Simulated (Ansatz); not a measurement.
**Strain and the gap of CaO (rocksalt)**

CaO built on the rocksalt prototype, relaxed with r2SCAN in the PAW code Ansatz. It is cubic, Fm-3m (No. 225); a = 4.795 Å in the conventional setting, 13.78 Å³ an atom. Ca is surrounded by 6 O at 2.40 Å; O is surrounded by 6 Ca at 2.40 Å.

The axes x, y and z are those of this cell:
```
Ca O
1.0
     0.00000    2.39755    2.39755
     2.39755    0.00000    2.39755
     2.39755    2.39755    0.00000
Ca O
1 1
Direct
  0.00000 0.00000 0.00000
  0.50000 0.50000 0.50000
```

Unstrained: The PBE gap is indirect, 3.653 eV (Γ to X), below the direct gap of 4.025 eV at X. The r2SCAN gap is indirect, 4.199 eV (Γ to X), below the direct gap of 4.574 eV at X. HSE06 gives an indirect gap of 5.312 eV, from Γ to X; the least direct gap is 5.733 eV at X. Meshes: PBE 10×10×10, r2SCAN 10×10×10, HSE06 6×6×6. Strains are changes of length per length. After each strain the atoms were relaxed again with r2SCAN within the symmetry that the strain leaves, so tilts or polar shifts that break it weren't tested; points keep the names that they have in the unstrained zone. Calculated for a static, non-magnetic cell.

Changes of the least gap in eV (an overlap counts as a negative gap):

| strain | volume change (%) | space group | PBE | r2SCAN | HSE06 | G0W0@PBE (mesh) | energy rise, r2SCAN (meV/atom) |
| --- | --- | --- | --- | --- | --- | --- | --- |
| isotropic -4.0 % on every length | -11.5 | Fm-3m | -0.074 | -0.069 | -0.049 | -0.10 | 82.8 |
| uniaxial +1.0 % along [111] | +1.0 | R-3m | -0.009 | -0.010 | -0.012 | -0.01 | 1.0 |
| epitaxial +3.0 % in the plane normal to [111], free normal strain -1.73 % | +4.3 | R-3m | -0.106 | -0.111 | -0.119 | -0.12 | 18.3 |
| epitaxial +4.0 % in the xy plane, free normal strain -1.89 % | +6.1 | I4/mmm | -0.190 | -0.202 | -0.186 | -0.23 | 30.6 |
| isotropic -5.0 % on every length | -14.3 | Fm-3m | -0.108 | -0.101 | -0.079 | -0.14 | 134.1 |

Unstrained, G0W0@PBE with 114 empty bands, a screening cutoff of 150 eV and a 6×6×6 mesh gives 5.85 eV on its mesh; the band count follows the volume. No extrapolation in bands, cutoff or mesh was made for G0W0.

Isotropic -4.0 % on every length. HSE06: the gap goes from 5.312 to 5.263 eV (-0.049 eV). Stress change with r2SCAN, compression positive: xx +18.67, yy +18.67, zz +18.67 GPa. For HSE06, dE_g/d ln V = 0.4 eV over this step.

Uniaxial +1.0 % along [111], other directions held. HSE06: the gap goes from 5.312 to 5.300 eV (-0.012 eV); with r2SCAN the top three valence levels at Γ, degenerate before, become 2+1 from the top over 34 meV. Stress change with r2SCAN, compression positive: xx -1.14, yy -1.14, zz -1.14, xy -0.53, xz -0.53, yz -0.53 GPa.

Epitaxial +3.0 % in the plane normal to [111], free normal strain -1.73 %. HSE06: the gap goes from 5.312 to 5.193 eV (-0.119 eV); with r2SCAN the top three valence levels at Γ, degenerate before, become 1+2 from the top over 149 meV. Stress change with r2SCAN, compression positive: xx -4.53, yy -4.53, zz -4.53, xy +2.26, xz +2.26, yz +2.26 GPa.

Epitaxial +4.0 % in the xy plane, free normal strain -1.89 %. HSE06: the gap goes from 5.312 to 5.126 eV (-0.186 eV); the X points, equivalent before, split by 222 meV, and the conduction bottom lies at those like (1/2, 1/2, 0); with r2SCAN the top three valence levels at Γ, degenerate before, become 1+2 from the top over 122 meV. Stress change with r2SCAN, compression positive: xx -7.99, yy -7.99, zz +0.02 GPa.

Isotropic -5.0 % on every length. HSE06: the gap goes from 5.312 to 5.233 eV (-0.079 eV). Stress change with r2SCAN, compression positive: xx +25.11, yy +25.11, zz +25.11 GPa. For HSE06, dE_g/d ln V = 0.5 eV over this step.

The meshes of the hybrids are coarse, so their gaps aren't converged to the digits shown.

The splittings at Γ are without spin-orbit coupling, which regroups them where it is of like size or larger.
